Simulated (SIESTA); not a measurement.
## HgTe (Coloradoite): equation of state with PBEsol

**What was measured.**

A printed reference work, monograph reports, for a bulk crystal of HgTe: bulk modulus 43 GPa.

The system is HgTe (Coloradoite).

```xyz
2
Lattice="0.0000 3.2145 3.2145 3.2145 0.0000 3.2145 3.2145 3.2145 0.0000" Properties=species:S:1:pos:R:3 pbc="T T T"
Hg    0.0000    0.0000    0.0000
Te    4.8217    4.8217    4.8217
```

```
Program             : SIESTA 5.4.2
Task                : equation of state
Functional          : PBEsol
Potentials or basis : PseudoDojo 0.4 standard (PBEsol files)
Basis               : DZP (energy shift 0.003 Ry; two zetas on semicore shells)
Grid cutoff         : 800 Ry
Energy shift        : 0.003 Ry
k mesh              : 7 × 7 × 7
Occupations         : fermi-dirac, width 0.05 eV
Spin                : no spin polarisation
```

```json
{"Equilibrium volume": "34.80 Å³/atom", "Bulk modulus": "48 GPa", "Pressure derivative of the bulk modulus": "3.8 (rough: it moves with the points fitted)"}
```

Energy against volume, from the lowest point:
```tsv
volume (Å³/atom)	energy (meV/atom)
31.223	65.91
31.887	42.05
32.551	24.29
33.215	11.72
33.880	3.66
34.544	0.00
35.208	0.60
```

All runs of the series together: 3.2 min on 1 thread of Arm Neoverse V1, with other jobs on the host.

A measured bulk modulus of HgTe is 43 GPa (a printed reference work, monograph); the calculated 48 GPa misses it by +12.5 %. The fit is for a static lattice scaled at fixed shape and fixed fractional positions.

Caveat: short orbitals over semicore shells can move pressures by several GPa; the basis of atomic orbitals isn't converged, which shifts pressures, moduli and gaps. The run has no spin-orbit coupling, so splittings on Hg, Te are missing.
